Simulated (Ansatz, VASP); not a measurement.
# Cross-check of Al (dimer Al chain) between VASP and Ansatz

Wanted: the spread between two codes on one cell, functional and k mesh. The structure shown is the start of the Ansatz relaxation below; VASP solves that cell, so the two are compared at the walk's first step.

Program: Ansatz 0.2.0. Level of theory: plane waves, with VASP 6.6.1 beside it; single point at PBE and single point at LDA. Results are calculated unless marked as measured.

### Step 1. The structure

The cell holds 2 atoms: 2 Al. Cell: a = 7.500 Å, b = 7.500 Å, c = 4.598 Å, α = 90.0°, β = 90.0°, γ = 90.0°. Vacuum lies along a and b. The structure's axis is c.

### Step 2. Ansatz: relaxation, PBE

Ansatz runs on its default PAW (the set named soft_2) files.

The two programs are compared at the cell with which this relaxation starts, whose forces are those of its first step.

Contents of input.yaml:

```yaml
crystal:
  lattice:
    - [7.5, 0.0, 0.0]
    - [0.0, 7.5, 0.0]
    - [0.0, 0.0, 4.598]
  atoms:
    - { symbol: Al, position: [0.5, 0.5, 0.0] }
    - { symbol: Al, position: [0.5, 0.5, 0.45] }
kpoints:
  mp_grid: { grid: [1, 1, 18] }
scf:
  occupations: { method: fermi_dirac, width: 0.05 }
hamiltonian:
  xc: pbe
relax:
  cell: { fix: [a, b, alpha, beta, gamma] }
  max_steps: 60
```

Started as:

```console
$ ansatz run input.yaml --threads 4 --pin off --max-ram 8192MiB --backend cpu --events-out ev --progress --plain --runs-dir out
```

Numbers of over 12 decimals in the logs are rounded to 6 here.

The log of the run:

```text
Engine: ansatz 0.2.0, aarch64-unknown-linux-gnu
Pseudopotentials: kind: paw
Pseudopotential: Al, paw, valence charge 3, recommended cutoff 420 eV (normal), Al.paw.azcp
Functional definition: PBE
  parameter kappa = 0.804
  parameter beta = 0.066725
  exchange = pbe_x(kappa = kappa, mu = beta*pi^2/3)
  correlation = pbe_c(beta = beta)
Crystal: 2 atoms, lattice volume = 258.637 Å³
Basis set: ecut = 420 eV, 5111 PW (Γ), exchange–correlation on 108×108×64 points (8 copies of the dense FFT grid, shifted against one another)
Bands: 7, of which v1, the nominal top of the filled ones, is band 3 counted from 1 (2 counted from 0)
Symmetry: 16 space group operations
Space group: P4/mmm (ITA 123), of the structure as read, at distance tolerance 6.4e-5 Å
k-points: 10 of 18
Non-local potential: Al, projectors of the file, l = 0: 2, l = 1: 2, l = 2: 1
PAW form: soft (Blöchl's): semilocal exchange-correlation on the pseudo side does not see the compensation charge
PAW one-centre angular grid: Al, 110 points (default); XC on 64 Gauss nodes
Initial density: superposition of atomic densities (neutral atoms: chi_scale 0, normalization atom), corrected by the library's trained network
Initial wavefunctions: pseudopotential atomic-orbital guess
Functional: x = pbe(κ = 0.804, μ = 0.219515), c = pbe(β = 0.066725)
SCF iter   1: F=—  HF=-1070.328088 eV  |F-HF|=—  |Δ(HF+E_count)|=         —  Δρ=2.15e-3  dr2=2.20e-2  ethr=1.77e-3  ⟨swp⟩=7.5  Hψ=789  notcnv=0
preconditioner: auto → LDOS  [insulator: Δε(μ)=0.171 eV  Ē_g=5.377 eV  σ=0.050 eV  W_gap=0.69  n_scr=10 (ndim 8)  ℏωp=5.7 eV  f_vac=0.489  D(μ)=2.45/eV (n_scr^D=8)  ε∞_Penn≈2.1  β→1.0]
SCF iter   2: F=—  HF=-1070.327056 eV  |F-HF|=—  |Δ(HF+E_count)|=   1.03e-3  Δρ=7.84e-4  dr2=2.12e-3  ethr=3.66e-4  ⟨swp⟩=3.0  Hψ=204  notcnv=0
SCF iter   3: F=—  HF=-1070.328267 eV  |F-HF|=—  |Δ(HF+E_count)|=   1.21e-3  Δρ=2.78e-4  dr2=6.28e-4  ethr=3.54e-5  ⟨swp⟩=2.4  Hψ=133  notcnv=0
SCF iter   4: F=—  HF=-1070.328176 eV  |F-HF|=—  |Δ(HF+E_count)|=   9.12e-5  Δρ=7.78e-5  dr2=2.58e-5  ethr=1.05e-5  ⟨swp⟩=2.0  Hψ=132  notcnv=0
SCF iter   5: F=—  HF=-1070.328211 eV  |F-HF|=—  |Δ(HF+E_count)|=   3.53e-5  Δρ=1.42e-5  dr2=1.41e-6  ethr=4.29e-7  ⟨swp⟩=2.0  Hψ=92  notcnv=0
SCF iter   6: F=-1070.328212 eV  HF=-1070.328212 eV  |F-HF|=3.35e-8  |Δ(HF+E_count)|=   6.30e-7  Δρ=4.05e-6  dr2=6.51e-8  ethr=1.67e-9  ⟨swp⟩=3.8  Hψ=289  notcnv=0
SCF 1 converged in 6 iterations: F = -1070.328212 eV  dr2 = 6.51e-8
  greatest PAW one-centre occupation: 0.511 electrons in one spin orbital (limit 2), on the Al atom at site 1 (counted from 0), in its partial waves of l = 0
relax step   1: F+E_penalty+E_count = -1070.32821210 eV  Δ(F+E_penalty+E_count) = +0.000e0 eV  max|allowed force component| = 5.992e0 eV/Å  Δτ_max = 0.0000 Å  P = +2.094 GPa  Ω = 258.637 Å³  fix = [a, b, alpha, beta, gamma]  reactions: a +0.193, b +0.193 GPa  (6 SCF iters, dr2 threshold 1.00e-7 eV, accepted)
[...]
relax step   2: F+E_penalty+E_count = -1071.09531847 eV  Δ(F+E_penalty+E_count) = -7.671e-1 eV  max|allowed force component| = 1.881e-1 eV/Å  Δτ_max = 0.1104 Å  P = +0.733 GPa  Ω = 264.760 Å³  energy of the carried Pulay correction = -3.000e-4 eV  fix = [a, b, alpha, beta, gamma]  reactions: a +0.204, b +0.204 GPa  (6 SCF iters, dr2 threshold 2.00e-7 eV, accepted)
[...]
relax step   3: F+E_penalty+E_count = -1071.12561830 eV  Δ(F+E_penalty+E_count) = -3.030e-2 eV  max|allowed force component| = 1.254e-1 eV/Å  Δτ_max = 0.0012 Å  P = +0.394 GPa  Ω = 268.550 Å³  energy of the carried Pulay correction = -4.821e-4 eV  fix = [a, b, alpha, beta, gamma]  reactions: a +0.203, b +0.203 GPa  (5 SCF iters, dr2 threshold 2.00e-7 eV, accepted)
[...]
relax step   4: F+E_penalty+E_count = -1071.13355829 eV  Δ(F+E_penalty+E_count) = -7.940e-3 eV  max|allowed force component| = 2.386e-4 eV/Å  Δτ_max = 0.0033 Å  P = +0.131 GPa  Ω = 271.829 Å³  energy of the carried Pulay correction = -6.377e-4 eV  fix = [a, b, alpha, beta, gamma]  reactions: a +0.202, b +0.202 GPa  (5 SCF iters, dr2 threshold 2.00e-7 eV, accepted)
[...]
relax step   5: F+E_penalty+E_count = -1071.13470536 eV  Δ(F+E_penalty+E_count) = -1.147e-3 eV  max|allowed force component| = 2.752e-4 eV/Å  Δτ_max = 0.0000 Å  P = +0.138 GPa  Ω = 271.829 Å³  fix = [a, b, alpha, beta, gamma]  reactions: a +0.206, b +0.206 GPa  stress off target by 1.71e-3 GPa on what of the cell is left free  SCF on the basis re-selected at this cell (its energy is not comparable with the rows above)  (6 SCF iters)
basis re-selected at this cell: Δ(F+E_penalty+E_count) = -1.147e-3 eV, ΔP = +0.006 GPa vs the last step (what re-selecting the basis moved, of the pressure what is left beyond the Pulay correction that the steps carried, after the strain that the cell walked since its last selection, with what the two solves' SCF thresholds leave and, on support functions, any second-order correction that the steps lacked; it is no measure of the basis error at this ecutwfc). The dense FFT grid was sized anew with the basis: this SCF ran on 54×54×36 points, the steps before it on 54×54×32, so part of this shift can come from that change (see relax.cell in the input reference). [rest of the remark cut]
SCF converged after 6 iterations
Free energy (F): -1071.134705 eV
Harris-Foulkes:  -1071.134705 eV  (|F-HF|=1.14e-12)
Internal energy: -1071.112666 eV  (E = F + TS)
E sigma→0 (E₀):  -1071.123686 eV
Entropy (-TS):   -0.022039 eV (-11.020 meV/atom)
Fermi energy:    -2.516822 eV
--- Per-component energies (eV) ---
  E_band       = -33.410287
  E_kinetic    = 38.424654
  E_local      = -147.051264  (includes V_loc(G=0)·N_el)
  E_nonlocal   = 22.388555
  E_hartree    = 55.151453
  E_xc         = -73.618882
  E_vxc        = -49.920816  (∫ρ·V_xc dr)
  E_paw        = -934.892950  (= ΣΔE_a)
  E_vpaw       = -7.554327  (= ΣTr[D̂ρ^β])
  E_aug_tail   = -0.000004  (compensation charges beyond the density's cutoff)
  E_ewald      = -31.514227
  E_smearing   = -0.022039  (= −TS)
  E_closure    = -0.000000  (closes the sum)
  Σ components = -1071.134705   (vs F -1071.134705, Δ=0.00e0)
--- Forces (eV/Å), atoms counted from 1 ---
  atom   1  Al     0.00000000     0.00000000     0.00027524
  atom   2  Al     0.00000000     0.00000000    -0.00027524
  max |Σ_I F_I| component: 0.00e0 eV/Å
--- Stress (GPa, compression-positive) ---
        0.205501       0.000000       0.000000
        0.000000       0.205501       0.000000
        0.000000       0.000000       0.001708
  P = ⅓ Tr σ = 0.1376 GPa (1.376 kbar)
--- Relaxed structure (4 steps of the walk, 4 accepted, 1 SCFs on fresh bases) ---
  F+E_penalty+E_count = -1071.13470536 eV   max|allowed force component| = 2.752e-4 eV/Å   (the final SCF, on the basis selected at the relaxed cell)
  cell:  # Å, volume = 271.8294 Å³
    - [7.5, 0.0, 0.0]
    - [0.0, 7.5, 0.0]
    - [0.0, 0.0, 4.832522]
  atoms:
    - { symbol: Al, position: [0.5, 0.5, -0.025002] }
    - { symbol: Al, position: [0.5, 0.5, 0.475002] }
```

In the SCF lines HF is the Harris–Foulkes energy and dr2 the Hartree energy of the density residual, in eV; the loop may stop once dr2 is under the threshold and the program's other checks hold. Hψ counts applications of the Hamiltonian.

### Step 3. VASP: single point, PBE, start cell, pair 1

The same cell, functional, mesh and smearing now go to VASP, with its own data sets.

Lines of VASP's logs that name or quote its potential files are left out, and so is its time.

Contents of INCAR:

```
SYSTEM = Al
PREC = Accurate
ENCUT = 400
EDIFF = 1E-06
NELM = 120
ISMEAR = -1
SIGMA = 0.05
LREAL = .FALSE.
ALGO = Normal
GGA = PE
NBANDS = 9
LORBIT = 11
LWAVE = .FALSE.
LCHARG = .FALSE.
ISIF = 2
LASPH = .TRUE.
GGA_COMPAT = .FALSE.
```

Contents of POSCAR:

```
Al
1.0
    7.5000000000      0.0000000000      0.0000000000
    0.0000000000      7.5000000000      0.0000000000
    0.0000000000      0.0000000000      4.5980000000
Al
2
Direct
    0.5000000000      0.5000000000      0.0000000000
    0.5000000000      0.5000000000      0.4500000000
```

Contents of KPOINTS:

```
Automatic mesh
0
Gamma
1 1 18
0 0 0
```

Potentials, in the order of the species: Al (PBE family, release 64).

Started as:

```console
$ mpirun -np 1 vasp_std
```

The log of the run:

```text
[banner, memory and clock lines left out]
running    1 mpi-ranks, on    1 nodes
 distrk:  each k-point on    1 cores,    1 groups
 distr:  one band on    1 cores,    1 groups

 POSCAR found type information on POSCAR Al
 POSCAR found :  1 types and       2 ions
 LDA part: xc-table for (Slater+PW92), standard interpolation
 POSCAR, INCAR and KPOINTS ok, starting setup
 FFT: planning ... GRIDC
 FFT: planning ... GRID_SOFT
 FFT: planning ... GRID
 WAVECAR not read
 entering main loop
       N       E                     dE             d eps       ncg     rms          rms(c)
DAV:   1     0.143169725310E+02    0.14317E+02   -0.15001E+03   180   0.331E+02
DAV:   2    -0.252671602012E+01   -0.16844E+02   -0.16310E+02   271   0.526E+01
DAV:   3    -0.326579029530E+01   -0.73907E+00   -0.73150E+00   238   0.116E+01
DAV:   4    -0.327830211451E+01   -0.12512E-01   -0.12508E-01   263   0.198E+00
DAV:   5    -0.327858199506E+01   -0.27988E-03   -0.27987E-03   279   0.286E-01    0.319E+00
DAV:   6    -0.296254979551E+01    0.31603E+00   -0.31300E-01   190   0.195E+00    0.184E+00
DAV:   7    -0.281330077525E+01    0.14925E+00   -0.53217E-01   198   0.257E+00    0.296E-01
DAV:   8    -0.281438056058E+01   -0.10798E-02   -0.22317E-02   185   0.856E-01    0.160E-01
DAV:   9    -0.281410215079E+01    0.27841E-03   -0.81236E-03   224   0.364E-01    0.829E-02
DAV:  10    -0.281465695521E+01   -0.55480E-03   -0.43592E-04   184   0.122E-01    0.308E-02
DAV:  11    -0.281533818858E+01   -0.68123E-03   -0.26519E-04   182   0.101E-01    0.225E-02
DAV:  12    -0.281565249879E+01   -0.31431E-03   -0.15863E-04   185   0.581E-02    0.214E-02
DAV:  13    -0.281565030389E+01    0.21949E-05   -0.22596E-05   226   0.227E-02    0.580E-03
DAV:  14    -0.281565734398E+01   -0.70401E-05   -0.32042E-06   184   0.906E-03    0.139E-03
DAV:  15    -0.281565954200E+01   -0.21980E-05   -0.69923E-07   185   0.389E-03    0.530E-04
DAV:  16    -0.281565958656E+01   -0.44565E-07   -0.64358E-08   206   0.136E-03
   1 F= -.28156596E+01 E0= -.28049396E+01  d E =-.214400E-01
```

OUTCAR, selected parts (step 3):

```text
ion  position               nearest neighbor table
   1  0.500  0.500  0.000-   2 2.07   2 2.53
   2  0.500  0.500  0.450-   1 2.07   1 2.53

  LATTYP: Found a simple tetragonal cell.
 ALAT       =     7.5000000000
 C/A-ratio  =     0.6130666667

 Subroutine GETGRP returns: Found 16 space group operations
 (whereof  8 operations were pure point group operations)

The static configuration has the point symmetry C_4v.
 The point group associated with its full space group is D_4h.

 Found     10 irreducible k-points:

   k-points           NKPTS =     10   k-points in BZ     NKDIM =     10   number of bands    NBANDS=      9

   dimension x,y,z NGX =    50 NGY =   50 NGZ =   30
   dimension x,y,z NGXF=   100 NGYF=  100 NGZF=   60

   ENCUT  =  400.0 eV  29.40 Ry    5.42 a.u.  12.23 12.23  7.50*2*pi/ulx,y,z

   NELECT =       6.0000    total number of electrons

 k-points in reciprocal lattice and weights: Automatic mesh
   0.00000000  0.00000000  0.00000000       0.056
   0.00000000  0.00000000  0.05555556       0.111
   0.00000000  0.00000000  0.11111111       0.111
   0.00000000  0.00000000  0.16666667       0.111
   0.00000000  0.00000000  0.22222222       0.111
   0.00000000  0.00000000  0.27777778       0.111
   0.00000000  0.00000000  0.33333333       0.111
   0.00000000  0.00000000  0.38888889       0.111
   0.00000000  0.00000000  0.44444444       0.111
   0.00000000  0.00000000  0.50000000       0.056

 average (electrostatic) potential at core
       1 -83.0568       2 -83.0568

 E-fermi :  -2.6322

 k-point     1 :       0.0000    0.0000    0.0000
  band No.  band energies     occupation
      1      -9.1350      2.00000
      2      -3.5213      2.00000
      3      -3.0288      1.99928
      4      -3.0288      1.99928
      5      -0.9426      0.00000
      6       0.2915      0.00000
      7       1.4875      0.00000
      8       2.6493      0.00000
      9       3.4636      0.00000

 k-point     2 :       0.0000    0.0000    0.0556
  band No.  band energies     occupation
      1      -9.1151      2.00000
      2      -3.6805      2.00000
      3      -3.0093      1.99894
      4      -3.0093      1.99894
      5      -0.7578      0.00000
      6       0.3141      0.00000
      7       1.5093      0.00000
      8       2.6710      0.00000
      9       2.9054      0.00000

 k-point     3 :       0.0000    0.0000    0.1111
  band No.  band energies     occupation
      1      -9.0554      2.00000
      2      -4.0629      2.00000
      3      -2.9508      1.99659
      4      -2.9508      1.99659
      5      -0.3024      0.00000
      6       0.3845      0.00000
      7       1.5748      0.00000
      8       2.2602      0.00000
      9       2.2602      0.00000

  Total        0.3082641      0.3082641      9.5396877      0.0000000      0.0000000      0.0000000
  in kB        1.9095985      1.9095985     59.0953414      0.0000000      0.0000000      0.0000000
  external PRESSURE =      20.9715128 kB  Pullay stress =       0.0000000 kB

  energy-cutoff  :      400.00
  volume of cell :      258.64
      direct lattice vectors                 reciprocal lattice vectors
     7.500000000  0.000000000  0.000000000     0.133333333  0.000000000  0.000000000
     0.000000000  7.500000000  0.000000000     0.000000000  0.133333333  0.000000000
     0.000000000  0.000000000  4.598000000     0.000000000  0.000000000  0.217485863

 POSITION                                       TOTAL-FORCE (eV/Angst)
 -----------------------------------------------------------------------------------
      3.75000      3.75000      0.00000        -0.000000      0.000000     -5.999299
      3.75000      3.75000      2.06910         0.000000     -0.000000      5.999299
 -----------------------------------------------------------------------------------
    total drift:                                0.000000     -0.000000     -0.000000

  FREE ENERGIE OF THE ION-ELECTRON SYSTEM (eV)
  ---------------------------------------------------
  free  energy   TOTEN  =        -2.8156595866 eV

  energy  without entropy=       -2.7942196157  energy(sigma->0) =       -2.80493960

 total charge
# of ion       s       p       d       tot
------------------------------------------
    1        0.499   0.383   0.000   0.882
    2        0.499   0.383   0.000   0.882
--------------------------------------------------
tot          0.998   0.765   0.000   1.763

[... 3 further parts left out ...]
```

### Step 4. Comparison

Known differences besides the potentials themselves: the cutoff is 420 eV in Ansatz and 400 eV in VASP. Total energies have different zeros and are not compared.

Forces (eV/Å; atoms numbered as in POSCAR):

```
atom        Ansatz x, y, z          VASP x, y, z
 Al1  0.000, 0.000, -5.992  0.000, 0.000, -5.999
 Al2   0.000, 0.000, 5.992   0.000, 0.000, 5.999
```

The forces differ by 4.2 meV/Å r.m.s., which is 0.1 % of the r.m.s. force of 3.464 eV/Å (both taken over all components).

### Step 5. Other set-ups

Further runs change the set-up of one program: Ansatz's method, potentials or start, or VASP's data sets, cutoff or form of LDA. The table gives that difference for each run.

```csv
run,r.m.s. force difference (meV/Å)
as above,4.2
VASP with a cutoff of 500 eV (perhaps on Ansatz's relaxed cell),0.16
```

### Step 6. Ansatz: relaxation, PBE

The two programs are compared at the cell with which this relaxation starts, whose forces are those of its first step.

The structure compared here is the start of the Ansatz relaxation; VASP solves that cell, so the two are compared at the walk's first step.

input.yaml, the sections that differ from step 2:

```yaml
crystal:
  lattice:
    - [7.5, 0.0, 0.0]
    - [0.0, 7.5, 0.0]
    - [0.0, 0.0, 4.598]
  atoms:
    - { symbol: Al, position: [0.5, 0.5, 0.0], spin: 0.5 }
    - { symbol: Al, position: [0.5, 0.5, 0.45], spin: 0.5 }
magnetization:
  spin_polarized: true
# kpoints, scf, hamiltonian, relax: as in step 2
```

Started as:

```console
$ ansatz run input.yaml --threads 4 --pin off --max-ram 8192MiB --backend cpu --events-out ev --progress --plain --runs-dir out
```

The log of the run:

```text
[...]
Crystal: 2 atoms, lattice volume = 258.637 Å³
Basis set: ecut = 420 eV, 5111 PW (Γ), exchange–correlation on 108×108×64 points (8 copies of the dense FFT grid, shifted against one another)
Bands: 8, of which v1, the nominal top of the filled ones, is band 3 counted from 1 (2 counted from 0)
Symmetry: 16 space group operations
[...]
0.000000       0.205501       0.000000
        0.000000       0.000000       0.001580
  P = ⅓ Tr σ = 0.1375 GPa (1.375 kbar)
--- Relaxed structure (4 steps of the walk, 4 accepted, 1 SCFs on fresh bases) ---
[...]
cell:  # Å, volume = 271.8299 Å³
    - [7.5, 0.0, 0.0]
    - [0.0, 7.5, 0.0]
    - [0.0, 0.0, 4.832532]
  atoms:
    - { symbol: Al, position: [0.5, 0.5, -0.025001] }
    - { symbol: Al, position: [0.5, 0.5, 0.475001] }
[key lines of the parts left out:]
SCF converged after 5 iterations
Magnetization: 0.0000 μB (3.0000 up, 3.0000 down)
Free energy (F): -1071.134705 eV
Fermi energy:    -2.516825 eV
```

### Step 7. VASP: single point, PBE, start cell, pair 2

The same cell, functional, mesh and smearing now go to VASP, with its own data sets.

INCAR, as its differences from that of step 3:

```diff
@@ -4,3 +4,3 @@
 EDIFF = 1E-06
-NELM = 120
+NELM = 200
 ISMEAR = -1
@@ -10,3 +10,5 @@
 GGA = PE
-NBANDS = 9
+NBANDS = 10
+ISPIN = 2
+MAGMOM = 0 0
 LORBIT = 11
```

POSCAR is that of step 3.

KPOINTS is that of step 3.

Started as:

```console
$ mpirun -np 1 vasp_std
```

The log of the run:

```text
[... set-up lines as in an earlier step ...]
 entering main loop
       N       E                     dE             d eps       ncg     rms          rms(c)
DAV:   1     0.118569590159E+02    0.11857E+02   -0.13999E+03   400   0.286E+02
DAV:   2    -0.252715669196E+01   -0.14384E+02   -0.13841E+02   544   0.484E+01
DAV:   3    -0.326156008495E+01   -0.73440E+00   -0.71231E+00   540   0.107E+01
DAV:   4    -0.327779900430E+01   -0.16239E-01   -0.16225E-01   534   0.204E+00
[...]
DAV:  15    -0.281565657323E+01   -0.46937E-05   -0.23962E-06   416   0.619E-03    0.162E-03
DAV:  16    -0.281565955514E+01   -0.29819E-05   -0.57425E-07   416   0.358E-03    0.139E-03
DAV:  17    -0.281565960913E+01   -0.53986E-07   -0.45624E-08   458   0.108E-03
   1 F= -.28156596E+01 E0= -.28049397E+01  d E =-.214397E-01  mag=     0.0000
```

From OUTCAR (step 7):

```text
  Total        0.3079565      0.3079565      9.5396957      0.0000000     -0.0000000      0.0000000
  in kB        1.9076930      1.9076930     59.0953909      0.0000000     -0.0000000      0.0000000
  external PRESSURE =      20.9702590 kB  Pullay stress =       0.0000000 kB

 POSITION                                       TOTAL-FORCE (eV/Angst)
 -----------------------------------------------------------------------------------
      3.75000      3.75000      0.00000         0.000000      0.000000     -5.999327
      3.75000      3.75000      2.06910         0.000000      0.000000      5.999327
 -----------------------------------------------------------------------------------
    total drift:                                0.000000     -0.000000     -0.000000

  FREE ENERGIE OF THE ION-ELECTRON SYSTEM (eV)
  ---------------------------------------------------
  free  energy   TOTEN  =        -2.8156596091 eV

  energy  without entropy=       -2.7942198796  energy(sigma->0) =       -2.80493974

 magnetization (x)
# of ion       s       p       d       tot
------------------------------------------
    1       -0.000   0.000   0.000   0.000
    2       -0.000   0.000   0.000   0.000
--------------------------------------------------
tot         -0.000   0.000   0.000   0.000

[... 1 part as in an earlier step ...]

[... 2 further parts left out ...]
[key lines of the parts left out:]
E-fermi :  -2.6322
```

### Step 8. Side by side

Forces (eV/Å; atoms numbered as in POSCAR):

```csv
atom,"Ansatz x, y, z","VASP x, y, z"
Al1,"0.000, 0.000, -5.992","0.000, 0.000, -5.999"
Al2,"0.000, 0.000, 5.992","0.000, 0.000, 5.999"
```

The forces differ by 4.2 meV/Å r.m.s., which is 0.1 % of the r.m.s. force of 3.464 eV/Å (both taken over all components). Moments aren't recorded for both runs of this pair, so they may hold unlike magnetic states.

### Step 9. Other set-ups

Further runs change the set-up of one program: Ansatz's method, potentials or start, or VASP's data sets, cutoff or form of LDA. The table gives that difference for each run.

```csv
run,r.m.s. force difference (meV/Å)
as above,4.2
VASP with a cutoff of 500 eV (perhaps on Ansatz's relaxed cell),0.12
```

[end of part 1 of 2]

[Lines on the potential files, build, host, timing and source positions are cut from VASP's logs without a mark.]

[Logs are printed without paths, hosts, clocks, repeated set-up lines and the standing remarks that a program may print on its own settings, such as how far it seeks lower states.]

[Hosts, paths, dates, database ids (printed as entryN), source tags and the programs' standing remarks are cut or masked in the printed files.]

[Rows of further runs with another cutoff or data set may stand on the cell that Ansatz relaxed, not on the start cell of the pair above them.]
